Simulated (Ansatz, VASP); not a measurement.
# Sc in VASP and in Ansatz

```xyz
1
Lattice="-1.8156 1.8156 1.8156 1.8156 -1.8156 1.8156 1.8156 1.8156 -1.8156" Properties=species:S:1:pos:R:3 pbc="T T T"
Sc    0.0000    0.0000    0.0000
```

Alike in both runs: task single point; functional PBEsol; k mesh 14 × 14 × 14; occupations fermi-dirac, width 0.1 eV; no spin polarisation.

|  | VASP | Ansatz |
| --- | --- | --- |
| version | VASP 6.6.1 | Ansatz 0.2.0 |
| potentials or method | VASP PAW PBE potentials, release 64 (Sc_sv) | plane waves (420 eV) with PAW, scalar-relativistic |
| plane-wave cutoff (eV) | 520 | 420 |
| valence electrons in the cell | 11 | 11 |

```csv
,VASP,Ansatz,Ansatz less VASP
pressure (GPa),0.0,0.0,-0.02
```

Ansatz warned: «pseudo_functional_mismatch».

Caveats: the PAW data sets were made with another functional, which shifts forces and pressure a little (VASP).
